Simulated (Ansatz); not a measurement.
## BeTe in Ansatz: convergence with basis error

Input of the first run (basis error 0.03 eV/atom); the others differ in this setting and in those tied to it:

File input.yaml:

```yaml
crystal:
  lattice:
    - [0.0, 2.77, 2.77]
    - [2.77, 0.0, 2.77]
    - [2.77, 2.77, 0.0]
  atoms:
    - { symbol: Te, position: [0.75, 0.75, 0.75] }
    - { symbol: Be, position: [0.0, 0.0, 0.0] }
kpoints:
  mp_grid: { grid: [8, 8, 8] }
scf:
  occupations: { method: fermi_dirac, width: 0.05 }
hamiltonian:
  xc: pbesol
  pseudopotentials: { kind: all_electron, lapw: { basis_error: 0.03 } }
output:
  forces: true
  stress: true
  eigenvalues: true
```

Potentials or basis: all-electron LAPW, scalar-relativistic.

Command:

```console
$ ansatz run input.yaml --threads 1 --pin off --max-ram 3072MiB --backend cpu --events-out ev --progress --plain --runs-dir out
```

Hardware: 1 thread of Intel(R) Xeon(R) Processor @ 2.50GHz (Skylake/Cascade Lake), with other jobs on the host.

Problem. The values tried are 0.03 eV/atom, 0.01 eV/atom, 0.003 eV/atom, 0.001 eV/atom, 0.0003 eV/atom, 0.0001 eV/atom, loosest first. From which on does the pressure stay within 0.1 GPa of the tightest run that finished?

Solution. From 0.01 eV/atom on.

```
   basis error  energy less the tightest run, at zero smearing (meV/atom)  pressure (GPa)  SCF cycles  CPU time (s)  peak memory (GiB)
  0.03 eV/atom                                                      14.62            2.43           6             6               0.23
  0.01 eV/atom                                                       4.65            2.30           6           7.3               0.24
 0.003 eV/atom                                                       1.29            2.26           6           9.7               0.25
 0.001 eV/atom                                                       0.38            2.25           6            12               0.27
0.0003 eV/atom                                                       0.08            2.25           6            16               0.29
0.0001 eV/atom                                                       0.00            2.25           6            21               0.32
```

Against the tightest run, the energy stays within 1 meV/atom from 0.001 eV/atom on. The tightest run that finished is the yardstick and may itself not be fully converged.

Caveat, for the tightest run too: spin-orbit coupling is left out, which moves the levels of the heavy elements.
